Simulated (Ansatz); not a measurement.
**MoSi₂ films: biaxial stress and wafer bow**

Plane-wave DFT in Ansatz, PBEsol, scalar-relativistic PAW potentials, cutoff 420 eV, no spin-orbit coupling; no spin polarisation. MoSi₂ in space group I4/mmm, strained equally along a and b of the conventional cell, with c and the atoms relaxed within the symmetry (a film with c along the normal). Stress is the in-plane mean, tension positive.

```csv
strain (%),stress (GPa),E − E(0) (meV/atom)
-4.5,-26.44,92.5
-3.0,-16.77,40.2
-1.5,?,10.0
+0.0,-0.04,0.0
+1.5,7.04,8.9
+3.0,13.24,34.7
+4.5,18.59,75.4
```

Problem. Fit the stress, get the biaxial modulus and predict the missing row.

Solution. A parabola through the given rows is σ = -0.04 + 5.003 ε -0.1920 ε² GPa (ε in %), so M = dσ/dε = 500 GPa at zero. It predicts -7.98 GPa at -1.5 %; the run gave -8.05 GPa. The miss is 0.07 GPa, so the fit holds. The negative square term means that the film is stiffer in compression than in tension. The energies check it: E/V = Mε² at small strain, and a cubic fit with V = 13.27 Å³/atom gives M = 500 GPa, in agreement.

Problem. How much does a 20 nm film at -0.3 % strain bow a 300 mm Si(001) wafer 775 μm thick?

Solution. The fit, without its small constant, gives σ = -1.52 GPa. Stoney's formula, κ = 6σt_f/(M_s t_s²) with M_s = 180.5 GPa for Si(001) (literature), gives |κ| = 1.68×10⁻³ m⁻¹ and a bow κr²/2 = 18.9 μm at r = 150 mm, with the film side convex (compression pushes the centre up). This assumes a single-crystal or fully textured, unrelaxed film at 0 K.

The cell has no gap in any row, so the stresses hang on mesh and smearing.

Cost: about 8 core-minutes for the runs cited, on Arm Neoverse V1 (shared hosts).

At each strain magnitude, compression costs more energy and produces a larger stress than tension: 92.5 against 75.4 meV/atom at the largest strains. This is ordinary bond anharmonicity. Shortening the in-plane spacings meets steeply rising short-range repulsion, while stretching them weakens orbital overlap and the restoring force. The high modulus of 500 GPa, despite the metallic character, fits the directional Mo 4d–Si 3p bonding usual for this silicide, which resists changes in both bond length and bond angle. Relaxation of c relieves only part of the imposed strain energy.

The stress is still rising at +4.5 %, so the tensile maximum along this path has not been reached, though that does not establish resistance to shear or fracture. For the wafer, the convex bow follows from the chosen compressive strain and is not a prediction of the sign in a real film. MoSi₂ contracts more than silicon on cooling, so a film formed hot and cooled on the wafer would tend towards tension and the opposite curvature.
